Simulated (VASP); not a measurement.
# MgO (Fm-3m): a series in a change of volume, part 3 of 3

How do the elastic response and the band edges of MgO follow a change of volume?

VASP 6.6.1, plane waves and PAW; the level of theory is named at each step.

So far. Step 5 (Band edges, r2SCAN): The run ends at a pressure of 5.52 GPa.

The database entry behind the starting cell lists a temperature of 1305 K, so it need not match the best structure at ambient conditions.

### Step 7. Band edges, HSE06

Short lines in KPOINTS_OPT sample the zone centre, for masses, and the other valleys.

Level: HSE06; plane waves and PAW (Mg, O).

File INCAR:

```
SYSTEM = MgO
PREC = Accurate
ENCUT = 600
EDIFF = 1E-06
NELM = 100
ISMEAR = 0
SIGMA = 0.02
LREAL = .FALSE.
ALGO = Normal
LHFCALC = .TRUE.
AEXX = 0.25
GGA = PE
HFSCREEN = 0.2
LASPH = .TRUE.
NBANDS = 9
PRECFOCK = Fast
LWAVE = .FALSE.
LCHARG = .FALSE.
KPAR = 4
```

File POSCAR:

```
MgO
1.0
    0.0000000000      2.0753209390      2.0753209390
    2.0753209390      0.0000000000      2.0753209390
    2.0753209390      2.0753209390      0.0000000000
Mg O
1 1
Direct
    0.0000000000      0.0000000000      0.0000000000
    0.5000000000      0.5000000000      0.5000000000
```

File KPOINTS:

```
Automatic mesh
0
Gamma
6 6 6
0 0 0
```

File KPOINTS_OPT:

```
Line mode
6
Line-mode
Reciprocal
  0.00000000   0.00000000   0.00000000
  0.01651488   0.01651488   0.00000000

  0.00000000   0.00000000   0.00000000
 -0.00000000  -0.01651488  -0.01651488

  0.31000000   0.31000000   0.00000000
  0.50000000   0.50000000   0.00000000

  0.00000000   0.31000000   0.31000000
  0.00000000   0.50000000   0.50000000

  0.45000000   0.45000000   0.45000000
  0.50000000   0.50000000   0.50000000

  0.45000000   0.00000000   0.00000000
  0.50000000   0.00000000   0.00000000

  0.42500000   0.42500000   0.00000000
  0.42500000   0.44151488   0.01651488

  0.50000000   0.50000000   0.50000000
  0.48832222   0.51167778   0.50000000
```

Potentials, in the order of the species: Mg and O (PBE family, release 64).

Command:

```bash
$ mpirun -np 4 vasp_std
```

What it wrote:

```text
[banner, memory and clock lines left out]
running    4 mpi-ranks, on    1 nodes
[...]
LDA part: xc-table for (Slater+PW92), standard interpolation
 found WAVECAR, reading the header
 POSCAR, INCAR and KPOINTS ok, starting setup
[...]
reading WAVECAR
 the WAVECAR file was read successfully
 initial charge from wavefunction
 entering main loop
       N       E                     dE             d eps       ncg     rms          rms(c)
DAV:   1    -0.142303877267E+02   -0.14230E+02   -0.56667E-01   288   0.493E+00    0.594E-01
DAV:   2    -0.142231009370E+02    0.72868E-02   -0.21898E-02   300   0.143E+00    0.255E-01
DAV:   3    -0.142224875972E+02    0.61334E-03   -0.94328E-03   288   0.652E-01    0.181E-01
DAV:   4    -0.142224344884E+02    0.53109E-04   -0.13669E-04   308   0.108E-01    0.114E-01
DAV:   5    -0.142223326627E+02    0.10183E-03   -0.13549E-04   290   0.121E-01    0.565E-02
DAV:   6    -0.142223127227E+02    0.19940E-04   -0.20589E-05   291   0.542E-02    0.307E-02
DAV:   7    -0.142223048482E+02    0.78745E-05   -0.37100E-06   287   0.217E-02    0.184E-02
DAV:   8    -0.142223024429E+02    0.24054E-05   -0.19419E-06   247   0.138E-02    0.113E-02
DAV:   9    -0.142223017672E+02    0.67569E-06   -0.46809E-07   144   0.875E-03
   1 F= -.14222302E+02 E0= -.14222302E+02  d E =-.809991E-11
 Start KPOINTS_OPT (optional k-point list driver)
k-point batch [1-16\48]
       N       E                     dE             ncg
DAV:   1     0.318208948293E+03   -0.13578E+04      304
DAV:   2    -0.343079261276E+03   -0.66129E+03      378
DAV:   3    -0.364441061347E+03   -0.21362E+02      359
DAV:   4    -0.364538735185E+03   -0.97674E-01      354
DAV:   5    -0.364538956325E+03   -0.22114E-03      339
DAV:   6    -0.364538956981E+03   -0.65590E-06      336
[...]
k-point batch [33-48\48]
       N       E                     dE             ncg
DAV:   1     0.207924068325E+02   -0.60894E+04      336
DAV:   2    -0.480853212225E+03   -0.50165E+03      308
DAV:   3    -0.495000825612E+03   -0.14148E+02      319
DAV:   4    -0.495113701418E+03   -0.11288E+00      353
DAV:   5    -0.495113965189E+03   -0.26377E-03      354
DAV:   6    -0.495113965782E+03   -0.59297E-06      354
```

Run time: 72 s. Hardware: 4 MPI ranks of Intel Xeon 6975P-C (Granite Rapids), shared host; peak memory 0.98 GiB.

OUTCAR, selected parts (step 7):

```text
 POSITION                                       TOTAL-FORCE (eV/Angst)
 -----------------------------------------------------------------------------------
      0.00000      0.00000      0.00000        -0.000000     -0.000000     -0.000000
      2.07532      2.07532      2.07532         0.000000      0.000000      0.000000
 -----------------------------------------------------------------------------------
    total drift:                               -0.000012     -0.000016     -0.000016

  FREE ENERGIE OF THE ION-ELECTRON SYSTEM (eV)
  ---------------------------------------------------
  free  energy   TOTEN  =       -14.2223017672 eV

  energy  without entropy=      -14.2223017672  energy(sigma->0) =      -14.22230177

[... 1 part as in an earlier step ...]

[... 2 further parts left out ...]
[key lines of the parts left out:]
E-fermi :   2.3269
```

Numbers from this step:

```
energy(sigma→0) of the program : -14.2223 eV
```

### Step 8. The table

Notes on database entries: that of Fm-3m MgO lists a temperature of 1305 K.

Hybrid runs start from orbitals of a short PBEsol run, not shown.

The other members went through these steps as far as the tables show, with the same cutoff and, step by step, the same mesh; 38 runs are not shown. The session took 1.0 core hours (wall time by ranks) on a shared machine.

The dielectric columns come from linear-response runs at PBEsol, run where the gap exceeds a picked 1.2 eV, on a mesh of 9×9×9.

| volume over the relaxed volume | volume (Å³/atom) | pressure (GPa) | energy above the unstrained row (meV/atom) | gap on the mesh, PBEsol (eV) | ε∞ (mean) | static ε (mean) | largest Born charge, mean of the diagonal (e) | lowest optical mode (cm⁻¹) | highest mode without LO–TO splitting (cm⁻¹) |
| --- | --- | --- | --- | --- | --- | --- | --- | --- | --- |
| 0.940 | 8.752 | 11.421 | 20.346 | 5.291 | 3.091 | 8.428 | 1.939 | 453.050 | 453.050 |
| 0.960 | 8.938 | 7.229 | 9.076 | 5.074 | 3.114 | 8.884 | 1.948 | 433.112 | 433.112 |
| 0.980 | 9.125 | 3.451 | 2.446 | 4.866 | 3.138 | 9.395 | 1.956 | 413.453 | 413.453 |
| 1 | 9.311 | 0.045 | 0.000 | 4.667 | 3.163 | 9.958 | 1.965 | 394.464 | 394.464 |
| 1.020 | 9.497 | -3.028 | 1.352 | 4.477 | 3.189 | 10.596 | 1.973 | 375.670 | 375.670 |
| 1.040 | 9.683 | -5.800 | 6.101 | 4.296 | 3.216 | 11.311 | 1.981 | 357.359 | 357.359 |
| 1.060 | 9.869 | -8.301 | 13.927 | 4.123 | 3.244 | 12.143 | 1.989 | 338.921 | 338.921 |

A cubic of the pressure in ln(V/V₀) through all rows has the slope −B at V₀: B = 162 GPa, and its curvature gives B′ = 4.2.

Band edges at r2SCAN, counted from the valence-band top at Γ:

| volume over the relaxed volume | gap (eV) | conduction band at Γ (eV) | second valence level below the top (eV) | third valence level below the top (eV) |
| --- | --- | --- | --- | --- |
| 0.940 | 6.293 | 6.293 | 0.000 | 0.000 |
| 0.960 | 6.065 | 6.066 | 0.000 | 0.000 |
| 0.980 | 5.847 | 5.848 | 0.000 | 0.000 |
| 1 | 5.639 | 5.640 | 0.000 | 0.000 |
| 1.020 | 5.440 | 5.441 | 0.000 | 0.000 |
| 1.040 | 5.250 | 5.250 | 0.000 | 0.000 |
| 1.060 | 5.068 | 5.068 | 0.000 | 0.000 |

Conduction masses, in electron masses:

| volume over the relaxed volume | conduction mass at Γ, along the strain axis or the normal of the plane | conduction mass at Γ, across the strain axis or in the plane |
| --- | --- | --- |
| 0.940 | 0.384 | 0.384 |
| 0.960 | 0.371 | 0.371 |
| 0.980 | 0.368 | 0.368 |
| 1 | 0.365 | 0.365 |
| 1.020 | 0.355 | 0.355 |
| 1.040 | 0.353 | 0.353 |
| 1.060 | 0.340 | 0.340 |

Band edges at TB-mBJ, counted from the valence-band top at Γ:

| volume over the relaxed volume | gap (eV) | conduction band at Γ (eV) | second valence level below the top (eV) | third valence level below the top (eV) |
| --- | --- | --- | --- | --- |
| 0.940 | 7.455 | 7.455 | 0.000 | 0.000 |
| 0.960 | 7.231 | 7.231 | 0.000 | 0.000 |
| 0.980 | 7.015 | 7.015 | 0.000 | 0.000 |
| 1 | 6.808 | 6.808 | 0.000 | 0.000 |
| 1.020 | 6.610 | 6.610 | 0.000 | 0.000 |
| 1.040 | 6.421 | 6.421 | 0.000 | 0.000 |
| 1.060 | 6.238 | 6.238 | 0.000 | 0.000 |

Conduction masses, in electron masses:

| volume over the relaxed volume | conduction mass at Γ, along the strain axis or the normal of the plane | conduction mass at Γ, across the strain axis or in the plane |
| --- | --- | --- |
| 0.940 | 0.433 | 0.433 |
| 0.960 | 0.429 | 0.429 |
| 0.980 | 0.423 | 0.423 |
| 1 | 0.420 | 0.420 |
| 1.020 | 0.418 | 0.418 |
| 1.040 | 0.407 | 0.407 |
| 1.060 | 0.407 | 0.407 |

Band edges at HSE06, counted from the valence-band top at Γ, with one row partly withheld:

| volume over the relaxed volume | gap (eV) | conduction band at Γ (eV) | second valence level below the top (eV) | third valence level below the top (eV) |
| --- | --- | --- | --- | --- |
| 0.940 | 7.184 | 7.185 | 0.000 | 0.000 |
| 0.960 | 6.946 | 6.946 | 0.000 | 0.000 |
| 0.980 | 6.716 | 6.717 | 0.000 | 0.000 |
| 1 | 6.497 | 6.498 | 0.000 | 0.000 |
| 1.020 | ? | ? | 0.000 | 0.000 |
| 1.040 | 6.087 | 6.087 | 0.000 | 0.000 |
| 1.060 | 5.894 | 5.895 | 0.000 | 0.000 |

Conduction masses, in electron masses:

| volume over the relaxed volume | conduction mass at Γ, along the strain axis or the normal of the plane | conduction mass at Γ, across the strain axis or in the plane |
| --- | --- | --- |
| 0.940 | 0.371 | 0.371 |
| 0.960 | 0.370 | 0.370 |
| 0.980 | 0.360 | 0.360 |
| 1 | 0.354 | 0.354 |
| 1.020 | 0.346 | 0.346 |
| 1.040 | 0.342 | 0.342 |
| 1.060 | 0.334 | 0.334 |

### Step 9. Fit and prediction

The quantity to fit is the conduction level at Γ above the mean of the three top valence levels at HSE06: 7.185, 6.946, 6.717, 6.498, 6.087, 5.895 eV in the rows shown.

A least-squares parabola through the 6 rows shown, with u the logarithm of the volume ratio: E = 6.224 u² − 10.72 u + 6.498 (eV), r.m.s. residual 1.0e-4 eV.

At u = 0.01980 this predicts 6.2882 eV.

### Step 10. Checking the prediction

The calculation gives 6.2880 eV, so the prediction is 0.0002 eV too high.

### Step 11. Results

```json
{
  "bulk modulus": "162 GPa",
  "gap of the unstrained cell, r2SCAN": "5.64 eV",
  "gap of the unstrained cell, TB-mBJ": "6.81 eV",
  "gap of the unstrained cell, HSE06": "6.50 eV",
  "dE/d ln V of the conduction level at Γ above the mean of the three top valence levels, HSE06": "-10.72 eV",
  "error of the predicted row": "0.2 meV"
}
```

**Reading.** The slope of the energy gives 0.42 GPa at the relaxed volume where the pressure column has 0.04 GPa, a mark of the finite basis. The electronic dielectric constant goes from 3.09 at 0.94 to 3.24 at 1.06 of the relaxed volume; d ln / d ln V = 0.40. The static dielectric constant goes from 8.43 at 0.94 to 12.1 at 1.06 of the relaxed volume; d ln / d ln V = 3.03. The highest mode without LO–TO splitting (cm⁻¹) goes from 453 at 0.94 to 339 at 1.06 of the relaxed volume; d ln / d ln V = -2.41, a Grüneisen parameter of 2.41. Hole masses are left out throughout, since the top bands are degenerate or cross in many series; of conduction masses, those of the Γ, L and (for Si and Ge under (001) strain) Δ valleys are kept where they change by under an eighth between rows. Levels on the lines toward X or L are left out where the lines hold no minimum. A measured gap of unstrained MgO is 7.83 eV (arxiv:0908.1581, literature experimental gap, temperature not given); the static gaps here belong to the lattice relaxed at PBEsol. r2SCAN opens gaps somewhat over GGA but leaves them below measured values as a rule. TB-mBJ is a potential fitted for gaps; it has no energy functional, so its total energies and forces mean nothing, and its bands tend to come out too narrow. HSE06 ran on a coarser mesh than the semilocal levels. Spin-orbit coupling is left out at r2SCAN, TB-mBJ and HSE06, so the valence splittings there lack it. Temperature, zero-point motion and excitons are left out.

[Lines on the potential files, build, host, timing and source positions are cut from VASP's logs without a mark.]

[Logs are printed without paths, hosts, clocks, repeated set-up lines and the standing remarks that a program may print on its own settings, such as how far it seeks lower states.]

[Hosts, paths, dates, database ids (printed as entryN), source tags and the programs' standing remarks are cut or masked in the printed files.]

[In band tables of VASP the shares of atoms and orbitals are scaled to a sum of 1 inside the atoms' spheres.]
